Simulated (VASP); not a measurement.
# ZrS2 (P-3m1) in VASP: further runs

The runs below take ZrS2 through band structure, with r2SCAN+rVV10, PBE, LDA.

Everything below comes from runs of VASP 6.6.1. Logs are shortened: lines on timing, memory, paths and dates and some standing lists are left out, and cuts for length are marked.

**Experimental background.**

From “Stress-Tuned Optical Transitions in Layered 1T-MX2 (M= Hf, Zr, Sn; X= S, Se) Crystals”, 2022, arxiv:2210.12074, for a bulk crystal of ZrS2: band gap 1.68 eV (indirect).

How close the calculation comes is told below.

## Step 1: The structure

Symmetry: P-3m1, No. 164, trigonal system. Conventional cell: a = 3.677 Å, b = 3.677 Å, c = 5.852 Å, α = 90.00°, β = 90.00°, γ = 120.00°. Zr (site symmetry -3m) has 6 S at 2.57 Å as nearest neighbours. S (site symmetry 3m) has 3 Zr at 2.57 Å as nearest neighbours.

The cell is a database's computed one.

## Step 2: Band structure, r2SCAN+rVV10

INCAR reads:

```
SYSTEM = ZrS2
ALGO     = Normal         ! electronic algorithm
BPARAM   = 11.95        
CPARAM   = 0.0093       
EDIFF    = 1E-7           ! SCF threshold, eV
ENCUT    = 520            ! plane-wave cutoff, eV
ISIF     = 2              ! what is computed and relaxed
ISMEAR   = 0              ! smearing method
IVDW_NL  = 2            
LASPH    = .True.         ! aspherical terms in the spheres
LCHARG   = .False.        ! write CHGCAR
LMAXMIX  = 4              ! l up to which the mixer works
LMIXTAU  = .True.       
LREAL    = .False.        ! projectors in reciprocal space
LUSE_VDW = .True.       
LWAVE    = .False.        ! write WAVECAR
METAGGA  = R2SCAN         ! meta-GGA
NELM     = 100            ! most SCF steps
PREC     = Accurate       ! precision mode
SIGMA    = 0.02           ! smearing width, eV
```

KPOINTS reads:

```
k-points
0
Gamma
  8 8 4
  0 0 0
```

POSCAR reads:

```
ZrS2                                    
1.0
    3.6765205424      0.0000000000      0.0000000000
   -1.8382602662      3.1839601834      0.0000000000
    0.0000000000     -0.0000000000      5.8516112178
  Zr              S             
     1     2
Direct
     0.0000000000000000    0.0000000000000000    0.0000000000000000
     0.6666666699999979    0.3333333300000021    0.7535447447276215
     0.3333333300000021    0.6666666699999979    0.2464552552723782
```

KPOINTS_OPT reads:

```
path GMKGALHA,LM,KH
10
line-mode
reciprocal
 0.0000000000  0.0000000000  0.0000000000  G
 0.5000000000  0.0000000000  0.0000000000  M

 0.5000000000  0.0000000000  0.0000000000  M
 0.3333333333  0.3333333333  0.0000000000  K

 0.3333333333  0.3333333333  0.0000000000  K
 0.0000000000  0.0000000000  0.0000000000  G

 0.0000000000  0.0000000000  0.0000000000  G
 0.0000000000  0.0000000000  0.5000000000  A

 0.0000000000  0.0000000000  0.5000000000  A
 0.5000000000  0.0000000000  0.5000000000  L

 0.5000000000  0.0000000000  0.5000000000  L
 0.3333333333  0.3333333333  0.5000000000  H

 0.3333333333  0.3333333333  0.5000000000  H
 0.0000000000  0.0000000000  0.5000000000  A

 0.5000000000  0.0000000000  0.5000000000  L
 0.5000000000  0.0000000000  0.0000000000  M

 0.3333333333  0.3333333333  0.0000000000  K
 0.3333333333  0.3333333333  0.5000000000  H
```

Potentials or basis: VASP PAW PBE potentials, release 64 (Zr_sv, S).

Launch:

```bash
cat potpaw_PBE.64/Zr_sv/POTCAR potpaw_PBE.64/S/POTCAR > POTCAR
mpirun -np 1 vasp_std > vasp.out
```

OUTCAR:

```text
SYSTEM = ZrS2
   BPARAM = 11.95
   EDIFF = 1E-7
   ENCUT = 520
   ISIF = 2
   ISMEAR = 0
   IVDW_NL = 2
   LASPH = .True.
   LREAL = .False.
   METAGGA = R2SCAN
   NELM = 100
   PREC = Accurate

 ion  position               nearest neighbor table
   1  0.000  0.000  0.000-   2 2.57   3 2.57   3 2.57   2 2.57   2 2.57   3 2.57
   2  0.667  0.333  0.754-   1 2.57   1 2.57   1 2.57
   3  0.333  0.667  0.246-   1 2.57   1 2.57   1 2.57

  LATTYP: Found a hexagonal cell.
 ALAT       =     3.6765205424
 C/A-ratio  =     1.5916166251

  Lattice vectors:

 A1 = (   3.6765205424,   0.0000000000,   0.0000000000)
 A2 = (  -1.8382602662,   3.1839601834,   0.0000000000)
 A3 = (   0.0000000000,   0.0000000000,   5.8516112178)

Analysis of symmetry for initial positions (statically):
=====================================================================
 Subroutine PRICEL returns:
 Original cell was already a primitive cell.

 Routine SETGRP: Setting up the symmetry group for a
 hexagonal supercell.

 Subroutine GETGRP returns: Found 12 space group operations
 (whereof 12 operations were pure point group operations)
 out of a pool of 24 trial point group operations.

The static configuration has the point symmetry D_3d.

Analysis of symmetry for dynamics (positions and initial velocities):
=====================================================================
 Subroutine PRICEL returns:
 Original cell was already a primitive cell.

 Routine SETGRP: Setting up the symmetry group for a
 hexagonal supercell.

 Subroutine GETGRP returns: Found 12 space group operations
 (whereof 12 operations were pure point group operations)
 out of a pool of 24 trial point group operations.

The dynamic configuration has the point symmetry D_3d.

 Subroutine INISYM returns: Found 12 space group operations
 (whereof 12 operations are pure point group operations),
 and found     1 'primitive' translations

----------------------------------------------------------------------------------------

                                     Primitive cell

  volume of cell :      68.4983

  direct lattice vectors                    reciprocal lattice vectors
     3.676520542  0.000000000  0.000000000     0.271996304  0.157037139  0.000000000
    -1.838260266  3.183960183  0.000000000     0.000000000  0.314074279  0.000000000
     0.000000000  0.000000000  5.851611218     0.000000000  0.000000000  0.170893103

  length of vectors
     3.676520542  3.676520537  5.851611218     0.314074279  0.314074279  0.170893103

  position of ions in fractional coordinates (direct lattice)
     0.000000000  0.000000000  0.000000000
     0.666666670  0.333333330  0.753544745
     0.333333330  0.666666670  0.246455255

  ion indices of the primitive-cell ions
   primitive index   ion index
                 1           1
                 2           2
                 3           3

----------------------------------------------------------------------------------------

 KPOINTS: k-points

Automatic generation of k-mesh.
 Grid dimensions read from file:
 generate k-points for:    8    8    4

 Generating k-lattice:

  Cartesian coordinates                     Fractional coordinates (reciprocal lattice)
     0.033999538  0.019629642  0.000000000     0.125000000  0.000000000  0.000000000
     0.000000000  0.039259285  0.000000000     0.000000000  0.125000000  0.000000000
     0.000000000  0.000000000  0.042723276     0.000000000  0.000000000  0.250000000

  Length of vectors
     0.039259285  0.039259285  0.042723276

  Shift w.r.t. Gamma in fractional coordinates (k-lattice)
     0.000000000  0.000000000  0.000000000

 Subroutine IBZKPT returns following result:
 ===========================================

 Found     35 irreducible k-points:

 Following reciprocal coordinates:
            Coordinates               Weight
  0.000000  0.000000  0.000000      1.000000
  0.125000  0.000000  0.000000      6.000000
  0.250000  0.000000  0.000000      6.000000
  0.375000  0.000000  0.000000      6.000000
  0.500000  0.000000  0.000000      3.000000
  0.125000  0.125000  0.000000      6.000000
[... 16 lines left out ...]
 -0.125000  0.500000  0.250000     12.000000
  0.250000  0.250000  0.250000     12.000000
 [... further k-points ...]
   k-points           NKPTS =     35   k-points in BZ     NKDIM =     35   number of bands    NBANDS=     16
   number of dos      NEDOS =    301   number of ions     NIONS =      3
   total plane-waves  NPLWV =  37632
   dimension x,y,z NGX =    28 NGY =   28 NGZ =   48
   dimension x,y,z NGXF=    56 NGYF=   56 NGZF=   96
   ions per type =               1   2
   NGX,Y,Z   is equivalent  to a cutoff of  12.66, 12.66, 13.64 a.u.
   NGXF,Y,Z  is equivalent  to a cutoff of  25.32, 25.32, 27.27 a.u.
 SYSTEM =  ZrS2
   PREC   = accura    normal or accurate (medium, high low for compatibility)
   ISTART =      0    job   : 0-new  1-cont  2-samecut
   ICHARG =      2    charge: 1-file 2-atom 10-const
   ISPIN  =      1    spin polarized calculation?
   LNONCOLLINEAR =      F non collinear calculations
   LSORBIT =      F    spin-orbit coupling
   LASPH  =      T    aspherical Exc in radial PAW
   ENCUT  =  520.0 eV  38.22 Ry    6.18 a.u.   6.84  6.84 10.88*2*pi/ulx,y,z
   NELM   =    100;   NELMIN=  2; NELMDL= -5     # of ELM steps
   EDIFF  = 0.1E-06   stopping-criterion for ELM
   LREAL  =      F    real-space projection
   EDIFFG = 0.1E-05   stopping-criterion for IOM
   NSW    =      0    number of steps for IOM
   IBRION =     -1    ionic relax: 0-MD 1-quasi-New 2-CG
   NFREE  =      0    steps in history (QN), initial steepest desc. (CG)
   ISIF   =      2    stress and relaxation
   ISYM   =      2    0-nonsym 1-usesym 2-fastsym
   POTIM  = 0.5000    time-step for ionic-motion
   TEBEG  =    0.0;   TEEND  =   0.0 temperature during run
   PSTRESS=    0.0 pullay stress
   NELECT =      24.0000    total number of electrons
   NUPDOWN=      -1.0000    fix difference up-down
   EMIN   =  10.00;   EMAX   =-10.00  energy-range for DOS
   EFERMI =   0.00;   METHOD = LEGACY
   ISMEAR =     0;   SIGMA  =   0.02  broadening in eV -4-tet -1-fermi 0-gaus
   EFERMI_NEDOS =   21; number of points for ismear=-14 and -15
   IALGO  =     38    algorithm
   IMIX   =      4    mixing-type and parameters
     AMIX     =   0.40;   BMIX     =  1.00
     AMIX_MAG =   1.60;   BMIX_MAG =  1.00
  volume/ion in A,a.u.               =      22.83       154.08
  Fermi-wavevector in a.u.,A,eV,Ry     =   1.154122  2.180975 18.122941  1.331999
  Thomas-Fermi vector in A             =   2.290761
   LORBIT       =      0    0 simple, 1 ext, 2 COOP (PROOUT), +10 PAW based schemes
   METAGGA = R2SCAN    functional components
   LHFCALC =     F    Hartree Fock is set to
   AEXX    =    0.0000 exact exchange contribution
   IVDW_NL    =     2    kernel type
   BPARAM     =11.9500
   IVDW    =     0    specifies the selected vdW correction
   LEPSILON=     F    determine dielectric tensor
   LRPA    =     F    only Hartree local field effects (RPA)
 non-spin polarized calculation
 Gauss-broadening in eV      SIGMA  =   0.02
  energy-cutoff  :      520.00
  volume of cell :       68.50
 maximum number of plane-waves:      1882
 NGX is ok and might be reduce to    28
   NGX = 13   NGY = 13   NGZ = 21

 number of electron      24.0000000 magnetization

 Free energy of the ion-electron system (eV)
  ---------------------------------------------------
  ext. energy  EPLUGINS =         0.00000000
  ---------------------------------------------------
  free energy    TOTEN  =       -43.64661545 eV

  energy without entropy =      -43.64661545  energy(sigma->0) =      -43.64661545

 E-fermi :   4.6083     XC(G=0): -10.1571

 val. band max:        4.4429513166   @ k =   0.0000   0.0000   0.0000
 cond. band min:       5.6167281863   @ k =   0.5000   0.0000   0.5000
 fundamental gap:      1.1737768697
 Fermi energy:         4.6082954634

 k-point     1 :       0.0000    0.0000    0.0000
  band No.  band energies     occupation
      1     -46.2738      2.00000
      2     -23.6326      2.00000
      3     -23.4774      2.00000
      4     -23.4774      2.00000
      5      -8.8787      2.00000
      6      -7.3131      2.00000
[... 8 lines left out ...]
     15       7.1063      0.00000
     16       9.6131      0.00000

 k-point     2 :       0.1250    0.0000    0.0000
  band No.  band energies     occupation
      1     -46.2710      2.00000
      2     -23.6237      2.00000
      3     -23.5176      2.00000
      4     -23.4859      2.00000
      5      -8.7145      2.00000
      6      -7.3606      2.00000
[... 8 lines left out ...]
     15       7.2616      0.00000
     16       9.2954      0.00000

 k-point     3 :       0.2500    0.0000    0.0000
  band No.  band energies     occupation
      1     -46.2640      2.00000
      2     -23.6162      2.00000
      3     -23.5991      2.00000
      4     -23.5064      2.00000
      5      -8.3001      2.00000
      6      -7.4657      2.00000
[... 8 lines left out ...]
     15       7.7195      0.00000
     16       9.6383      0.00000

 k-point     4 :       0.3750    0.0000    0.0000
  band No.  band energies     occupation
      1     -46.2571      2.00000
      2     -23.7076      2.00000
      3     -23.5793      2.00000
      4     -23.5267      2.00000
      5      -7.9092      2.00000
      6      -7.4919      2.00000
[... 8 lines left out ...]
     15       8.1858      0.00000
     16      10.2154      0.00000
[... 324 lines left out ...]
 k-point    22 :       0.3750    0.1250    0.2500
  band No.  band energies     occupation
      1     -46.2542      2.00000
      2     -23.7238      2.00000
      3     -23.5711      2.00000
      4     -23.5571      2.00000
      5      -7.7738      2.00000
      6      -7.4551      2.00000
[... 8 lines left out ...]
     15       8.1641      0.00000
     16       9.7909      0.00000

 k-point    23 :      -0.1250    0.5000    0.2500
  band No.  band energies     occupation
      1     -46.2542      2.00000
      2     -23.7238      2.00000
      3     -23.5711      2.00000
      4     -23.5571      2.00000
      5      -7.8457      2.00000
      6      -7.3683      2.00000
[... 8 lines left out ...]
     15       8.1483      0.00000
     16       9.6398      0.00000

 k-point    24 :       0.2500    0.2500    0.2500
  band No.  band energies     occupation
      1     -46.2543      2.00000
      2     -23.6932      2.00000
      3     -23.5906      2.00000
      4     -23.5691      2.00000
      5      -7.6827      2.00000
      6      -7.5479      2.00000
[... 8 lines left out ...]
     15       8.1073      0.00000
     16       9.4372      0.00000

 [... further k-points ...]
[... 5 lines left out ...]
  --------------------------------------------------------------------------------------
  -------------------------------------------------------------------------------------
  Total       -0.0308220     -0.0308220      0.0132466     -0.0000000      0.0000000      0.0000000
  in kB       -0.7209264     -0.7209264      0.3098391     -0.0000000      0.0000000      0.0000000
  external PRESSURE =      -0.3773379 kB  Pullay stress =       0.0000000 kB

 VOLUME and BASIS-vectors are now :
 -----------------------------------------------------------------------------
  energy-cutoff  :      520.00
  volume of cell :       68.50
      direct lattice vectors                 reciprocal lattice vectors
     3.676520542  0.000000000  0.000000000     0.271996304  0.157037139  0.000000000
    -1.838260266  3.183960183  0.000000000     0.000000000  0.314074279  0.000000000
     0.000000000  0.000000000  5.851611218     0.000000000  0.000000000  0.170893103

 POSITION                                       TOTAL-FORCE (eV/Angst)
 -----------------------------------------------------------------------------------
      0.00000      0.00000      0.00000         0.000000      0.000000      0.000000
      1.83826      1.06132      4.40945         0.000000      0.000000     -0.000760
     -0.00000      2.12264      1.44216        -0.000000      0.000000      0.000760
 -----------------------------------------------------------------------------------
    total drift:                               -0.000000      0.000000      0.000000

  FREE ENERGIE OF THE ION-ELECTRON SYSTEM (eV)
  ---------------------------------------------------
  free  energy   TOTEN  =       -43.6466154485 eV

  energy  without entropy=      -43.6466154485  energy(sigma->0) =      -43.64661545
```

Run time: 5.7 min. Hardware: 1 thread of Intel Xeon Platinum 8488C (Sapphire Rapids), shared host; peak memory 0.35 GiB.

Results:

- Free energy: -43.6466 eV
- Pressure: 0.0 GPa
- Band gap on the k mesh: 1.17 eV, indirect (least direct gap 1.80 eV)
- Band gap along the path: 1.16 eV, indirect (least direct gap 1.80 eV)

Levels at the corners of the path, in eV from the valence-band top:
```csv
point,band 10,band 11,band 12,band 13,band 14,band 15
Γ,-0.21,-0.21,-0.01,1.79,1.79,2.65
M,-2.58,-1.98,-1.40,1.33,3.54,3.84
M,-2.58,-1.98,-1.40,1.33,3.54,3.84
K,-2.20,-2.20,-1.55,2.43,3.46,3.46
K,-2.20,-2.20,-1.55,2.43,3.46,3.46
Γ,-0.21,-0.21,-0.01,1.79,1.79,2.65
Γ,-0.21,-0.21,-0.01,1.79,1.79,2.65
A,-1.91,-0.36,-0.36,1.75,1.75,3.02
A,-1.91,-0.36,-0.36,1.75,1.75,3.02
L,-2.39,-1.11,-0.85,1.16,3.52,3.84
L,-2.39,-1.11,-0.85,1.16,3.52,3.84
H,-2.16,-1.92,-1.92,2.57,3.15,3.15
H,-2.16,-1.92,-1.92,2.57,3.15,3.15
A,-1.91,-0.36,-0.36,1.75,1.75,3.02
L,-2.39,-1.11,-0.85,1.16,3.52,3.84
M,-2.58,-1.98,-1.40,1.33,3.54,3.84
K,-2.20,-2.20,-1.55,2.43,3.46,3.46
H,-2.16,-1.92,-1.92,2.57,3.15,3.15
```

Caveat: the PAW data sets were made with another functional, which shifts forces and pressure a little.

## Step 3: Band structure, PBE

This run uses another cell than the first one, of 25.76 Å³/atom, 1.128 times its volume.

POSCAR reads:

```
ZrS2                                    
1.0
    3.6856723335      0.0000000000     -0.0000000000
   -1.8428361617      3.1918858669      0.0000000000
   -0.0000000000      0.0000000000      6.5682128582
  Zr              S             
     1     2
Direct
     0.0000000000000000    0.0000000000000000    0.0000000000000000
     0.6666666699999979    0.3333333300000021    0.7794226070802570
     0.3333333300000021    0.6666666699999979    0.2205773929197429
```

INCAR.step1 reads:

```
SYSTEM = ZrS2
  PREC = Accurate
  ENCUT = 520
  EDIFF = 1E-7
  ISMEAR = 0
  SIGMA = 0.02
  LREAL = .FALSE.
  LASPH = .TRUE.
  NELM = 100
  ALGO = Normal
  ISIF = 2
  LWAVE = .FALSE.
  LCHARG = .TRUE.
  LMAXMIX = 4
  GGA = PE
```

KPOINTS.step1 reads:

```
Automatic mesh
0
G
  8 8 4
  0 0 0
```

INCAR.step2 reads:

```
SYSTEM = ZrS2
  PREC = Accurate
  ENCUT = 520
  EDIFF = 1E-7
  ISMEAR = 0
  SIGMA = 0.05
  LREAL = .FALSE.
  LASPH = .TRUE.
  NELM = 100
  ALGO = Normal
  ISIF = 2
  LWAVE = .FALSE.
  LCHARG = .FALSE.
  LMAXMIX = 4
  GGA = PE
  ICHARG = 11
```

KPOINTS.step2 reads:

```
path GMKGALHA,LM,KH
20
line-mode
reciprocal
 0.0000000000  0.0000000000  0.0000000000  G
 0.5000000000  0.0000000000  0.0000000000  M

 0.5000000000  0.0000000000  0.0000000000  M
 0.3333333333  0.3333333333  0.0000000000  K

 0.3333333333  0.3333333333  0.0000000000  K
 0.0000000000  0.0000000000  0.0000000000  G

 0.0000000000  0.0000000000  0.0000000000  G
 0.0000000000  0.0000000000  0.5000000000  A

 0.0000000000  0.0000000000  0.5000000000  A
 0.5000000000  0.0000000000  0.5000000000  L

 0.5000000000  0.0000000000  0.5000000000  L
 0.3333333333  0.3333333333  0.5000000000  H

 0.3333333333  0.3333333333  0.5000000000  H
 0.0000000000  0.0000000000  0.5000000000  A

 0.5000000000  0.0000000000  0.5000000000  L
 0.5000000000  0.0000000000  0.0000000000  M

 0.3333333333  0.3333333333  0.0000000000  K
 0.3333333333  0.3333333333  0.5000000000  H
```

Potentials or basis: VASP PAW PBE potentials, release 64 (Zr_sv, S).

Launch:

```bash
cat potpaw_PBE.64/Zr_sv/POTCAR potpaw_PBE.64/S/POTCAR > POTCAR
cp INCAR.step1 INCAR
cp KPOINTS.step1 KPOINTS
mpirun -np 1 vasp_std > vasp.out
cp INCAR.step2 INCAR
cp KPOINTS.step2 KPOINTS
mpirun -np 1 vasp_std > vasp.out
```

Wall time 63 s (1 thread of Intel Xeon 6975P-C (Granite Rapids), shared host); peak memory 0.34 GiB.

The run converged. Its results:

```
Band gap on the k mesh  : 1.12 eV, indirect (least direct gap 1.69 eV)
Band gap along the path : 1.12 eV, indirect (least direct gap 1.69 eV)
```

Levels at the corners of the path, in eV from the valence-band top:
| point | band 8 | band 9 | band 10 | band 11 | band 12 | band 13 | band 14 | band 15 | band 16 |
| --- | --- | --- | --- | --- | --- | --- | --- | --- | --- |
| Γ | -2.61 | -2.61 | -0.31 | 0.00 | 0.00 | 1.69 | 1.69 | 2.49 | 5.16 |
| M | -2.59 | -2.35 | -2.22 | -1.35 | -0.98 | 1.24 | 3.36 | 3.64 | 5.65 |
| M | -2.59 | -2.35 | -2.22 | -1.35 | -0.98 | 1.24 | 3.36 | 3.64 | 5.65 |
| K | -3.15 | -3.11 | -1.83 | -1.83 | -1.44 | 2.35 | 3.23 | 3.23 | 5.14 |
| K | -3.15 | -3.11 | -1.83 | -1.83 | -1.44 | 2.35 | 3.23 | 3.23 | 5.14 |
| Γ | -2.61 | -2.61 | -0.31 | 0.00 | 0.00 | 1.69 | 1.69 | 2.49 | 5.16 |
| Γ | -2.61 | -2.61 | -0.31 | 0.00 | 0.00 | 1.69 | 1.69 | 2.49 | 5.16 |
| A | -2.60 | -2.60 | -1.23 | -0.03 | -0.03 | 1.68 | 1.68 | 2.77 | 5.27 |
| A | -2.60 | -2.60 | -1.23 | -0.03 | -0.03 | 1.68 | 1.68 | 2.77 | 5.27 |
| L | -2.80 | -2.39 | -2.17 | -0.91 | -0.90 | 1.12 | 3.35 | 3.63 | 5.48 |
| L | -2.80 | -2.39 | -2.17 | -0.91 | -0.90 | 1.12 | 3.35 | 3.63 | 5.47 |
| H | -3.21 | -3.00 | -1.73 | -1.73 | -1.62 | 2.40 | 3.07 | 3.07 | 5.48 |
| H | -3.21 | -3.00 | -1.73 | -1.73 | -1.62 | 2.40 | 3.07 | 3.07 | 5.48 |
| A | -2.60 | -2.60 | -1.23 | -0.03 | -0.03 | 1.68 | 1.68 | 2.77 | 5.27 |
| L | -2.80 | -2.39 | -2.17 | -0.91 | -0.90 | 1.12 | 3.35 | 3.63 | 5.47 |
| M | -2.59 | -2.35 | -2.22 | -1.35 | -0.98 | 1.24 | 3.36 | 3.64 | 5.66 |
| K | -3.15 | -3.11 | -1.83 | -1.83 | -1.44 | 2.35 | 3.23 | 3.23 | 5.14 |
| H | -3.21 | -3.00 | -1.73 | -1.73 | -1.62 | 2.40 | 3.07 | 3.07 | 5.48 |

Caveat: the log is that of the step along the path at fixed density, whose energy, stress, charges and moments have no meaning; this functional lacks dispersion, which binds the layers, so the pressure and a relaxed spacing across them are unreliable.

[end of part 1 of 2]
